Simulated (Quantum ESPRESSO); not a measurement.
# GaP (F-43m) in Quantum ESPRESSO: further runs, part 2 of 3

Quantum ESPRESSO 7.5. The steps go on from the part before.

### Step 3. Dielectric tensor, LDA

File pw.in:

```
&CONTROL
  calculation = 'scf'
  prefix = 'pwscf'
  outdir = './tmp'
  pseudo_dir = './pseudo'
  tprnfor = .true.
  tstress = .true.
  disk_io = 'low'
/
&SYSTEM
  ibrav = 0
  nat = 2
  ntyp = 2
  ecutwfc = 80
  nbnd = 15
  occupations = 'smearing'
  smearing = 'fd'
  degauss = 0.00367493
/
&ELECTRONS
  conv_thr = 4d-10
  electron_maxstep = 120
  mixing_beta = 0.5
/
ATOMIC_SPECIES
Ga    69.7230 Ga.upf
P     30.9738 P.upf
CELL_PARAMETERS bohr
   0.0000000000    5.1499761211    5.1499761211
   5.1499761211    0.0000000000    5.1499761211
   5.1499761211    5.1499761211    0.0000000000
ATOMIC_POSITIONS bohr
Ga     0.0000000000    0.0000000000    0.0000000000
P      7.7249641817    7.7249641817    7.7249641817
K_POINTS automatic
8 8 8 0 0 0
```

File scf2.in:

```
&CONTROL
  calculation = 'scf'
  prefix = 'pwscf'
  outdir = './tmp'
  pseudo_dir = './pseudo'
  tprnfor = .true.
  tstress = .true.
  disk_io = 'low'
/
&SYSTEM
  ibrav = 0
  nat = 2
  ntyp = 2
  ecutwfc = 80
  nbnd = 15
  occupations = 'fixed'
/
&ELECTRONS
  conv_thr = 1d-13
  electron_maxstep = 120
  mixing_beta = 0.5
  startingpot = 'file'
  startingwfc = 'file'
/
ATOMIC_SPECIES
Ga    69.7230 Ga.upf
P     30.9738 P.upf
CELL_PARAMETERS bohr
   0.0000000000    5.1499761211    5.1499761211
   5.1499761211    0.0000000000    5.1499761211
   5.1499761211    5.1499761211    0.0000000000
ATOMIC_POSITIONS bohr
Ga     0.0000000000    0.0000000000    0.0000000000
P      7.7249641817    7.7249641817    7.7249641817
K_POINTS automatic
8 8 8 0 0 0
```

File ph.in:

```
dielectric of GaP
&INPUTPH
  prefix = 'pwscf'
  outdir = './tmp'
  tr2_ph = 1d-18
  fildyn = 'dyn'
  niter_ph = 90
  alpha_mix(1) = 0.7
  epsil = .true.
  trans = .false.
  zeu = .true.
/
0.0000000000 0.0000000000 0.0000000000
```

Potentials or basis: PseudoDojo 0.4.1 SR LDA standard.

Launch:

```
> OMP_NUM_THREADS=1 pw.x -in pw.in > pw.out
> OMP_NUM_THREADS=1 pw.x -in scf2.in > scf2.out
> OMP_NUM_THREADS=1 ph.x -in ph.in > ph.out
```

pw.out:

```text
This program is part of the open-source Quantum ESPRESSO suite
     for quantum simulation of materials; please cite
[... 9 lines left out ...]
     --------------------
     sticks:   dense  smooth     PW     G-vecs:    dense   smooth      PW
     Sum        1159    1159    349                26469    26469    4279

     Using Slab Decomposition

     bravais-lattice index     =            0
     lattice parameter (alat)  =       7.2832  a.u.
     unit-cell volume          =     273.1780 (a.u.)^3
     number of atoms/cell      =            2
     number of atomic types    =            2
     number of electrons       =        18.00
     number of Kohn-Sham states=           15
     kinetic-energy cutoff     =      80.0000  Ry
     charge density cutoff     =     320.0000  Ry
     scf convergence threshold =      4.0E-10
     mixing beta               =       0.5000
     number of iterations used =            8  plain     mixing
     Exchange-correlation= SLA  PW   NOGX NOGC
                           (   1   4   0   0   0   0   0)

     celldm(1)=   7.283166  celldm(2)=   0.000000  celldm(3)=   0.000000
     celldm(4)=   0.000000  celldm(5)=   0.000000  celldm(6)=   0.000000

     crystal axes: (cart. coord. in units of alat)
               a(1) = (   0.000000   0.707107   0.707107 )
               a(2) = (   0.707107   0.000000   0.707107 )
               a(3) = (   0.707107   0.707107   0.000000 )

     reciprocal axes: (cart. coord. in units 2 pi/alat)
               b(1) = ( -0.707107  0.707107  0.707107 )
               b(2) = (  0.707107 -0.707107  0.707107 )
               b(3) = (  0.707107  0.707107 -0.707107 )

     PseudoPot. # 1 for Ga read from file:
     Ga.upf
     Pseudo is Norm-conserving + core correction, Zval = 13.0
     Generated using ONCVPSP code by D. R. Hamann
     Using radial grid of 1858 points,  6 beta functions with:
                l(1) =   0
                l(2) =   0
                l(3) =   1
                l(4) =   1
                l(5) =   2
                l(6) =   2

     PseudoPot. # 2 for P  read from file:
     P.upf
     Pseudo is Norm-conserving + core correction, Zval =  5.0
     Generated using ONCVPSP code by D. R. Hamann
     Using radial grid of 1298 points,  6 beta functions with:
                l(1) =   0
                l(2) =   0
                l(3) =   1
                l(4) =   1
                l(5) =   2
                l(6) =   2

     atomic species   valence    mass     pseudopotential
     Ga               13.00    69.72300     Ga( 1.00)
     P                 5.00    30.97380     P ( 1.00)

     24 Sym. Ops. (no inversion) found

   Cartesian axes

     site n.     atom                  positions (alat units)
         1        Ga     tau(   1) = (   0.0000000   0.0000000   0.0000000  )
         2        P      tau(   2) = (   1.0606602   1.0606602   1.0606602  )

     number of k points=    29  Fermi-Dirac smearing, width (Ry)=  0.0037
                       cart. coord. in units 2pi/alat
        k(    1) = (   0.0000000   0.0000000   0.0000000), wk =   0.0039062
        k(    2) = (   0.0883883   0.0883883  -0.0883883), wk =   0.0312500
        k(    3) = (   0.1767767   0.1767767  -0.1767767), wk =   0.0312500
        k(    4) = (   0.2651650   0.2651650  -0.2651650), wk =   0.0312500
        k(    5) = (  -0.3535534  -0.3535534   0.3535534), wk =   0.0156250
        k(    6) = (   0.1767767   0.0000000   0.0000000), wk =   0.0234375
[... 21 lines left out ...]
        k(   28) = (  -0.7071068   0.1767767  -0.0000000), wk =   0.0468750
        k(   29) = (  -0.7071068   0.3535534   0.0000000), wk =   0.0234375

     Dense  grid:    26469 G-vectors     FFT dimensions: (  45,  45,  45)

     Initial potential from superposition of free atoms

     starting charge      17.9978, renormalised to      18.0000
     Starting wfcs are   13 randomized atomic wfcs +    2 random wfcs

     Self-consistent Calculation

     iteration #  1     ecut=    80.00 Ry     beta= 0.50
     Davidson diagonalization with overlap
     ethr =  1.00E-02,  avg # of iterations =  4.6

     Threshold (ethr) on eigenvalues was too large:
     Diagonalizing with lowered threshold

     Davidson diagonalization with overlap
     ethr =  3.84E-04,  avg # of iterations =  2.1

     total energy              =    -166.68746550 Ry
     estimated scf accuracy    <       0.06905218 Ry
[... 50 lines left out ...]
     iteration #  9     ecut=    80.00 Ry     beta= 0.50
     Davidson diagonalization with overlap
     ethr =  1.85E-11,  avg # of iterations =  2.6

     End of self-consistent calculation

          k = 0.0000 0.0000 0.0000 (  3287 PWs)   bands (ev):

    -7.3270  -7.3270  -7.3270  -7.2287  -7.2287  -5.1593   7.3597   7.3597
     7.3597   8.9629  11.1559  11.1559  11.1559  15.8520  17.1007

          k = 0.0884 0.0884-0.0884 (  3311 PWs)   bands (ev):
[... 16 lines left out ...]
    -7.4037  -7.3026  -7.3026  -7.2215  -7.2215  -3.0776   0.6474   6.2316
     6.2316   8.8614  11.9952  11.9952  15.4220  17.9916  18.9503

          k = 0.1768 0.0000 0.0000 (  3299 PWs)   bands (ev):

    -7.3481  -7.3179  -7.3179  -7.2328  -7.2256  -4.8898   5.7528   6.7023
     6.7023  10.2141  10.6958  12.1044  12.1044  15.3803  17.3435

          k = 0.2652 0.0884-0.0884 (  3311 PWs)   bands (ev):
[... 21 lines left out ...]
    -7.3825  -7.3064  -7.3047  -7.2310  -7.2241  -3.9639   2.7131   5.2611
     6.6495  10.1333  12.1628  12.1889  13.6171  15.5419  17.7262

          k = 0.0000-0.1768 0.1768 (  3303 PWs)   bands (ev):

    -7.3578  -7.3170  -7.3130  -7.2316  -7.2260  -4.6298   4.5306   5.9865
     7.0871  10.2357  11.5375  11.6611  12.8430  15.4909  16.7154

          k = 0.3536 0.0000 0.0000 (  3327 PWs)   bands (ev):

    -7.3907  -7.2956  -7.2956  -7.2447  -7.2180  -4.1198   3.6207   5.6594
     5.6594   9.4091  10.9382  14.0110  14.0110  15.0010  18.0472

          k = 0.4419 0.0884-0.0884 (  3311 PWs)   bands (ev):
[... 11 lines left out ...]
    -7.4105  -7.2936  -7.2839  -7.2346  -7.2233  -2.6211   0.9811   3.6371
     5.6137   9.9541  12.8902  13.8575  14.7861  16.4392  16.9619

          k = 0.0000-0.3536 0.3536 (  3310 PWs)   bands (ev):

    -7.3984  -7.2986  -7.2938  -7.2301  -7.2270  -3.2701   1.8812   3.9162
     6.1452  10.3997  12.9356  13.1232  13.4817  15.5964  18.2477

          k = 0.5303-0.0000 0.0000 (  3302 PWs)   bands (ev):

    -7.4262  -7.2724  -7.2724  -7.2583  -7.2104  -2.9845   1.6303   4.9164
     4.9164   8.8595   9.7452  16.1782  16.1782  16.9747  19.0605

          k =-0.0884-0.6187 0.6187 (  3295 PWs)   bands (ev):

    -7.4315  -7.2720  -7.2674  -7.2572  -7.2104  -2.3840   0.8573   4.1780
     4.8297   9.1183  10.0979  16.0392  16.4221  18.3123  19.2782

          k = 0.0000-0.5303 0.5303 (  3282 PWs)   bands (ev):

    -7.4234  -7.2819  -7.2714  -7.2479  -7.2166  -2.1970   0.7211   3.3740
     5.0858   9.4090  12.0486  15.4701  15.5037  16.4700  17.6694

          k =-0.7071 0.0000 0.0000 (  3306 PWs)   bands (ev):

    -7.4395  -7.2643  -7.2626  -7.2626  -7.2072  -2.1598   0.5105   4.6547
     4.6547   8.8674   9.0455  17.7900  17.7900  18.3084  20.1808

          k = 0.3536 0.1768 0.0000 (  3314 PWs)   bands (ev):

    -7.3901  -7.3007  -7.2967  -7.2395  -7.2198  -3.8918   2.9466   4.9264
     6.0728  10.5421  11.3038  12.6717  13.7833  15.8023  18.3626

          k =-0.2652-0.4419 0.6187 (  3296 PWs)   bands (ev):
[... 16 lines left out ...]
    -7.4195  -7.2879  -7.2715  -7.2450  -7.2182  -2.2942   0.8466   3.5968
     4.6528  10.4664  12.1304  13.4391  15.3838  16.8896  19.5098

          k = 0.0000-0.3536 0.5303 (  3293 PWs)   bands (ev):

    -7.4133  -7.2934  -7.2760  -7.2392  -7.2222  -2.4829   1.0540   3.4420
     5.0127  10.8632  12.7339  12.8338  15.3219  16.1347  17.9033

          k =-0.7071 0.1768-0.0000 (  3296 PWs)   bands (ev):

    -7.4305  -7.2752  -7.2672  -7.2535  -7.2124  -2.1134   0.6059   4.1616
     4.2314   9.9991  10.1796  15.7175  15.8203  18.6488  19.1505

          k =-0.7071 0.3536 0.0000 (  3268 PWs)   bands (ev):

    -7.4198  -7.2895  -7.2679  -7.2440  -7.2201  -2.0653   0.7152   3.7437
     3.8912  11.9581  12.1249  13.3269  13.3710  18.7478  19.1099

     the Fermi energy is     8.0738 ev

!    total energy              =    -166.69771780 Ry
     estimated scf accuracy    <          1.5E-10 Ry
     smearing contrib. (-TS)   =      -0.00000000 Ry
     internal energy E=F+TS    =    -166.69771780 Ry

     The total energy is F=E-TS. E is the sum of the following terms:
     one-electron contribution =     -77.17988569 Ry
     hartree contribution      =      52.22615957 Ry
     xc contribution           =     -45.26636779 Ry
     ewald contribution        =     -96.47762389 Ry

     convergence has been achieved in   9 iterations

     Forces acting on atoms (cartesian axes, Ry/au):

     atom    1 type  1   force =     0.00000000    0.00000000    0.00000000
     atom    2 type  2   force =    -0.00000000   -0.00000000   -0.00000000

     Total force =     0.000000     Total SCF correction =     0.000000

     Computing stress (Cartesian axis) and pressure

          total   stress  (Ry/bohr**3)                   (kbar)     P=      -29.37
  -0.00019963  -0.00000000   0.00000000          -29.37       -0.00        0.00
  -0.00000000  -0.00019963   0.00000000           -0.00      -29.37        0.00
   0.00000000   0.00000000  -0.00019963            0.00        0.00      -29.37

=------------------------------------------------------------------------------=
   JOB DONE.
=------------------------------------------------------------------------------=
```

Wall time 11 min (1 thread of Intel Xeon at 2.50GHz (Skylake/Cascade Lake), shared host); peak memory 0.08 GiB.

Results:

```yaml
Free_energy: -2268.0380 eV
Pressure: -2.9 GPa
Band_gap_on_the_k_mesh: 1.50 eV, indirect (least direct gap 1.60 eV)
Electronic_dielectric_tensor_diagonal: 12.09
Born_charges_mean_of_the_diagonal: Ga +2.10; P -2.23 e
```

Electronic dielectric tensor:
```
12.09  0.00  0.00
 0.00 12.09  0.00
 0.00  0.00 12.09
```

Born effective charge tensors (e):
atom 1, Ga
```
2.10 0.00 0.00
0.00 2.10 0.00
0.00 0.00 2.10
```
atom 2, P
```
-2.23  0.00  0.00
 0.00 -2.23  0.00
 0.00  0.00 -2.23
```

Caveat: the mesh is thin for the dielectric tensor, Born charges and intensities, which usually come out too large; on a mesh that holds Γ this program's dielectric tensor can be off by some percent beyond the error of the mesh; the Born charges break their sum rule by 0.13 e, a sign of too thin a mesh.

[end of part 2 of 3]
